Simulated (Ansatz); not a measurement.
# Sn: single point with PBEsol0

The system is Sn.

```
Sn
1.0
    -2.02919    2.02919    1.66076
     2.02919   -2.02919    1.66076
     2.02919    2.02919   -1.66076
Sn
1
Direct
  0.00000 0.00000 0.00000
```

This isn't the form of Sn at room conditions, which is tetragonal (white tin).

- Program: Ansatz 0.2.0
- Task: single point
- Functional: PBEsol0
- Potentials or basis: Ansatz PAW
- Cutoff: 420 eV (not typed: the program's choice for these potentials)
- k mesh: 5 × 5 × 5
- Occupations: fermi-dirac, width 0.05 eV
- Spin: no spin polarisation

```
Pressure               : -0.8 GPa
Band gap on the k mesh : none (metal or under the smearing width)
```

Stress tensor (GPa, compression positive):
```
-2.27  0.00  0.00
 0.00 -2.27  0.00
 0.00  0.00  2.05
```

Levels at points of the mesh, in eV from the Fermi level:
```tsv
k point	band 4	band 5	band 6	band 7	band 8	band 9	band 10	band 11
(0.00, 0.00, 0.00)	-23.99	-23.88	-12.72	8.05	8.05	10.84	11.50	12.66
```

It took 11 s on 1 × NVIDIA H100 80GB HBM3 with 2 threads of AMD EPYC 7R13 Processor (Zen 3), with other jobs on the host, peak memory 1.5 GiB.

Caveat: the k mesh is coarse (spacing up to 0.49 Å⁻¹), so the values aren't converged, least of all with exact exchange; the PAW data sets come from PBE, with cores solved anew for the run's functional, which leaves a small shift of forces and pressure; the thresholds are loose for stress.
